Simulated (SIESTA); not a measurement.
## HfO2: single point with PBE

The system is HfO2.

```
Hf O
1.0
     5.11800    0.00000    0.00000
     0.00000    5.18570    0.00000
    -0.85866    0.00000    5.21387
Hf O
4 8
Direct
  0.27550 0.46030 0.70800
  0.72450 0.96030 0.79200
  0.72450 0.53970 0.29200
  0.27550 0.03970 0.20800
  0.07420 0.16840 0.84670
  0.92580 0.66840 0.65330
  0.92580 0.83160 0.15330
  0.07420 0.33160 0.34670
  0.44870 0.74190 0.98010
  0.55130 0.24190 0.51990
  0.55130 0.25810 0.01990
  0.44870 0.75810 0.48010
```

```yaml
Program: SIESTA 5.4.2
Task: single point
Functional: PBE
Potentials_or_basis: PseudoDojo 0.4 stringent (PBE files)
Basis: DZP (energy shift 0.003 Ry; two zetas on semicore shells)
Grid_cutoff: 800 Ry
Energy_shift: 0.003 Ry
k_mesh: 5 × 5 × 5
Occupations: fermi-dirac, width 0.05 eV
Spin: no spin polarisation
```

| Item | Value |
| --- | --- |
| Pressure | 7.3 GPa |
| Largest force | 0.524 eV/Å |
| Band gap on the k mesh | 4.03 eV, indirect (least direct gap 4.10 eV) |

Forces in eV/Å, atoms in the order of the input:
```
Hf   0.210  0.070  0.148
Hf  -0.210  0.070 -0.148
Hf  -0.210 -0.070 -0.148
Hf   0.210 -0.070  0.148
O   -0.443 -0.211 -0.185
O    0.443 -0.211  0.185
O    0.443  0.211  0.185
O   -0.443  0.211 -0.185
O   -0.197  0.039 -0.040
O    0.197  0.039  0.040
O    0.197 -0.039  0.040
O   -0.197 -0.039 -0.040
```

Stress tensor (GPa, compression positive):
```
7.53 0.00 0.73
0.00 6.56 0.00
0.73 0.00 7.67
```

Run time: 8.8 min on 1 thread of Intel(R) Xeon(R) Platinum 8259CL CPU @ 2.50GHz (Skylake/Cascade Lake), with other jobs on the host, peak memory 0.89 GiB.

The gap isn't set beside the measured one, since this odd mesh misses points on the zone boundary.

Caveat: spin-orbit coupling is left out, which moves the levels of the heavy elements; an odd mesh through Γ misses points on the zone boundary, where band edges often lie; the basis of atomic orbitals isn't converged, which shifts pressures, moduli and gaps.
